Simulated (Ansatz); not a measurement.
Space group Fm-3m (No. 225). a = 3.512 Å, b = 3.512 Å, c = 3.512 Å, α = 90.00°, β = 90.00°, γ = 90.00°
```tsv
atom	site	symmetry	x	y	z
Co	4a	m-3m	0.0000	0.0000	0.0000
```

Equation of state of this Co structure (not necessarily the ground state), with shape and atoms relaxed at each volume where symmetry leaves them free. It has no gap at any of these volumes. Theory: DFT r2SCAN, scalar-relativistic, plane waves, PAW (Ansatz 0.2.0).

Settings: cutoff 500 eV, Γ-centred mesh 20×20×20 on the computed 1-atom cell, Gaussian smearing of 0.10 eV; collinear spin.

```json
{"V (Å³/atom)": "10.183", "E − E(largest V) (meV/atom)": "6.06", "P (GPa)": "15.30"}
{"V (Å³/atom)": "10.508", "E − E(largest V) (meV/atom)": "-16.62", "P (GPa)": "7.04"}
{"V (Å³/atom)": "10.833", "E − E(largest V) (meV/atom)": "-23.66", "P (GPa)": "-0.03"}
{"V (Å³/atom)": "11.158", "E − E(largest V) (meV/atom)": "-17.40", "P (GPa)": "-5.99"}
{"V (Å³/atom)": "11.483", "E − E(largest V) (meV/atom)": "0.00", "P (GPa)": "-10.97"}
```

Problem. Fit a third-order Birch–Murnaghan equation to E(V).

Solution. V0 = 10.83 Å³/atom, B0 = 217 GPa, B0' = 4.6.

The state reached may not be the lowest one.

This fcc form isn't the element's structure at ambient conditions.

Cost: 5 runs of about 2.9 core-minutes in all, on Arm Neoverse V1 (shared hosts).